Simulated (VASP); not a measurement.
Write the native input for VASP 6.6.1 that does the following.

| Property | Result |
| --- | --- |
| Task | relaxation of cell and atoms |
| Functional | PBE |
| Dispersion | D3(BJ) |
| Potentials or basis | VASP PAW PBE potentials, release 64 (B, N) |
| Cutoff | 520 eV |
| k mesh | 3 × 3 × 1 |
| Occupations | gaussian, width 0.02 eV |
| Spin | no spin polarisation |
| Further INCAR settings | ALGO = Normal; EDIFF = 1e-07; IBRION = 2; EDIFFG = -0.002; NSW = 80; ISIF = 3 |

The structure of BN lies in POSCAR:

```
BN
1.0
    2.4982400000      0.0000000000      0.0000000000
   -1.2491200000      2.1635393000      0.0000000000
    0.0000000000      0.0000000000      6.6357000000
B N
2 2
Direct
    0.3333333300      0.6666666700      0.2500000000
    0.6666666700      0.3333333300      0.7500000000
    0.3333333300      0.6666666700      0.7500000000
    0.6666666700      0.3333333300      0.2500000000
```

One way to write it, as run:

INCAR

```
SYSTEM = BN
ALGO = Normal
EDIFF = 1E-7
EDIFFG = -0.002
ENCUT = 520
GGA = PE
IBRION = 2
ISIF = 3
ISMEAR = 0
IVDW = 12
LASPH = .TRUE.
LCHARG = .FALSE.
LREAL = .FALSE.
LWAVE = .FALSE.
NELM = 100
NSW = 80
PREC = Accurate
SIGMA = 0.02
```

KPOINTS

```
k-points
0
G
  3 3 1
  0 0 0
```

Potentials or basis: VASP PAW PBE potentials, release 64 (B, N).

Command:

```sh
$ cat potpaw_PBE.64/B/POTCAR potpaw_PBE.64/N/POTCAR > POTCAR
$ mpirun -np 4 vasp_std > vasp.out
```

It gave:

```json
{"Relaxed volume": "9.61 Å³/atom", "Relaxed cell": "a = 2.506 Å, b = 2.506 Å, c = 7.069 Å, α = 90.00°, β = 90.00°, γ = 120.00°", "Space group after relaxing (to 0.05 Å)": "P6_3/mmc (No. 194)", "Energy gained by relaxing": "4.2 meV/atom", "Ionic steps": "7", "Pressure after relaxing": "0.0 GPa", "Band gap on the k mesh": "4.75 eV, direct", "Dispersion energy per atom": "-0.131 eV"}
```

Caveat: the k mesh is coarse (spacing up to 0.97 Å⁻¹), so the values aren't converged; an odd mesh through Γ misses points on the zone boundary, where band edges often lie.

It took 4.4 s on 4 MPI ranks on Intel(R) Xeon(R) Platinum 8488C (Sapphire Rapids), with other jobs on the host, peak memory 0.12 GiB a rank.
